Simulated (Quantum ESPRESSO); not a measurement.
Runs of Quantum ESPRESSO 7.5 on Ni. Symmetry: Im-3m, No. 229, cubic system. The conventional cell has a = 2.767 Å, b = 2.767 Å, c = 2.767 Å, α = 90.00°, β = 90.00°, γ = 90.00°. Ni (site symmetry m-3m) is surrounded by 8 Ni at 2.40 Å. This isn't the form of Ni at room conditions, which is fcc.

| task | level | potentials or basis | cell | form of the LDA correlation | gap on the mesh (eV) | pressure (GPa) | moment (μB) | V0 of scaled cells (Å³/atom) | B0 (GPa) |
| --- | --- | --- | --- | --- | --- | --- | --- | --- | --- |
| single point | PBEsol | GBRV 1.5 PBEsol | as given | - | none | -2.5 | 0.62 | - | - |
| band structure | PBEsol | GBRV 1.5 PBEsol | as given | - | none | -2.5 | 0.62 | - | - |
| equation of state | LDA | GBRV 1.5 LDA | as given | PZ81 | - | - | - | (a) | 241 |
| equation of state | PBEsol | GBRV 1.5 PBEsol | as given | - | - | - | - | 10.49 | 221 |
| single point | PBEsol | GBRV 1.5 PBEsol | cell strained at random at fixed volume | - | none | -2.0 | 0.61 | - | - |

Alike in all rows: spin collinear, ferromagnetic start; k mesh 13 × 13 × 13; cutoff (eV) 612; smearing fermi-dirac 0.05 eV.

Problem. Fill in the values left out.

Solution. (a) 10.13.

A gap of «none» marks a metal or a gap under the smearing width.
